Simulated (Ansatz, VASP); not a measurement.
# Two plane-wave programs on BN

INCAR

```
ALGO     = Normal         # electronic algorithm
EDIFF    = 1E-6           # SCF threshold, eV
ENCUT    = 520            # plane-wave cutoff, eV
GGA      = PE             # functional
ISIF     = 2              # what is computed and relaxed
ISMEAR   = 0              # smearing method
LASPH    = True           # aspherical terms in the spheres
LCHARG   = False          # write CHGCAR
LREAL    = False          # projectors in reciprocal space
LWAVE    = False          # write WAVECAR
NELM     = 80             # most SCF steps
PREC     = Accurate       # precision mode
SIGMA    = 0.026000000000000002 # smearing width, eV
```

File KPOINTS:

```
k-points
0
Gamma
  13 13 13
```

Contents of POSCAR:

```
BN
1.0
    0.0000000000      1.8130010000      1.8130010000
    1.8130010000      0.0000000000      1.8130010000
    1.8130010000      1.8130010000      0.0000000000
N B
1 1
Direct
    0.2500000000      0.2500000000      0.2500000000
    0.0000000000      0.0000000000      0.0000000000
```

input.yaml

```yaml
crystal:
  lattice:
    - [0.0, 1.813001, 1.813001]
    - [1.813001, 0.0, 1.813001]
    - [1.813001, 1.813001, 0.0]
  atoms:
    - { symbol: "N", position: [0.25, 0.25, 0.25] }
    - { symbol: B, position: [0.0, 0.0, 0.0] }
hamiltonian:
  xc: pbe
  pseudopotentials: { kind: paw }
kpoints:
  mp_grid: { grid: [13, 13, 13] }
scf:
  occupations: { method: gaussian, width: 0.026 }
output:
  forces: true
  stress: true
  eigenvalues: true
  write_density: true
  write_potential: true
  elf: true
  volumetric_format: npy
```

The cell is a database's computed one.

Alike in both runs: task single point; functional PBE; k mesh 13 × 13 × 13; occupations gaussian, width 0.026 eV; no spin polarisation.

|  | VASP | Ansatz |
| --- | --- | --- |
| version | VASP 6.6.1 | Ansatz 0.2.0 |
| potentials or method | VASP PAW PBE potentials, release 64 (N, B) | Ansatz PAW |
| plane-wave cutoff (eV) | 520 | 420 |
| valence electrons in the cell | 8 | 8 |

|  | VASP | Ansatz | Ansatz less VASP |
| --- | --- | --- | --- |
| gap on the k mesh at the Fermi level (eV) | 4.52 | 4.54 | +0.012 |
| least direct gap on the mesh (eV) | 8.78 | 8.79 | +0.011 |
| pressure (GPa) | -0.2 | -0.4 | -0.24 |

The functional is the same, so the differences come from potentials, cutoffs and numerics.

Caveats: an odd mesh through Γ misses points on the zone boundary, where band edges often lie (VASP); odd divisions of the mesh miss points on the zone boundary, where band edges often lie, so the gap on the mesh can be too wide (Ansatz); the pressure holds a Pulay correction of +1.1 GPa for the finite cutoff (Ansatz).
